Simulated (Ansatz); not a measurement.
This Ansatz input for TiTe2 (CdI2-type structure) was spoiled on purpose:

```yaml
crystal:
  lattice:
    - [3.757111394616, 0.0, 0.0]
    - [-1.878555697308, 3.253753912586, 0.0]
    - [0.0, 0.0, 7.0588037334]
  atoms:
    - { symbol: Ti, position: [0.0, 0.0, 0.0] }
    - { symbol: Te, position: [0.3333333333333, 0.6666666666667, 0.2465654568] }
    - { symbol: Te, position: [0.6666666666667, 0.3333333333333, 0.7534345432] }
basis:
  ecutwfc: 420
  ecutrho_ratio: 4
kpoints:
  mp_grid: { grid: [10, 10, 6] }
hamiltonian:
  xc: pbe
scf:
  occupations: { method: gaussian, width: 0.05 }
  max_iter: 2
output:
  forces: true
  stress: true
```

Launched as:
```sh
ansatz run input.yaml --threads 4 --pin off --max-ram 7168MiB --backend cpu --events-out ev --progress --plain --runs-dir out
```

What is wrong with it?

Too few SCF iterations. Against the sound input: scf.max_iter: 2.

What the program printed:

SCF trace (energy estimate counted from the last row):
```tsv
iteration	ΔE (eV)	density residual (eV)
1	0.006	2.81e-2
2	0.000	8.74e-2
```

```
Error: did not converge after 2 iterations: dr2 = 8.74e-2 (threshold 1.00e-7), under the density mixer `msr1`, which `scf.mixing.algorithm: auto` chose by the deck's other keys (type `scf.mixing.algorithm: msr1` to keep it); raise `scf.max_iter`, which need not help a stalled SCF, or adjust the mixing (`scf.mixing`) or, under a smearing, its width (`scf.occupations.width`, in either direction: another width is another result); this SCF holds its density and magnetisation to the symmetry operations that it keeps, and cannot end on a state that breaks one of them: if the state sought breaks one, re-run with `crystal.symmetry.detect: false`, without `crystal.symmetry.time_reversal: true`, on a non-collinear deck whose state breaks time reversal, with `crystal.symmetry.time_reversal: false` beside it (there exact exchange or a DFT+U term alone can polarise the run; a magnetic state wants starting …
```

The run ended without convergence. Run time: 0.98 s on 4 threads of Arm Neoverse V2 (shared host), peak memory 0.42 GiB. The run before the change (PBE, 420 eV, 10×10×6 mesh) gave:

| run | P (GPa) | gap on the mesh (eV) | cell moment (μB) | largest force component (eV/Å) |
| --- | --- | --- | --- | --- |
| sound | 0.0 | metal | – | 0.000 |

The Crystallography Open Database holds a cell of this formula and space group, from which this one stands far in volume, proportions or bonds. The database's entry of this formula in the relaxed cell's space group, P-3m1, has axes of 3.777 × 3.777 × 6.498 Å and 26.76 Å³/atom (1981), the relaxed one 3.757 × 3.757 × 7.059 Å and 28.76.

Of that run: The structure is built of weakly bound layers, and this functional has no dispersion term, so their spacing and all that hangs on it (volume, the soft elastic constants, low modes, dielectric constants) are poorly given.
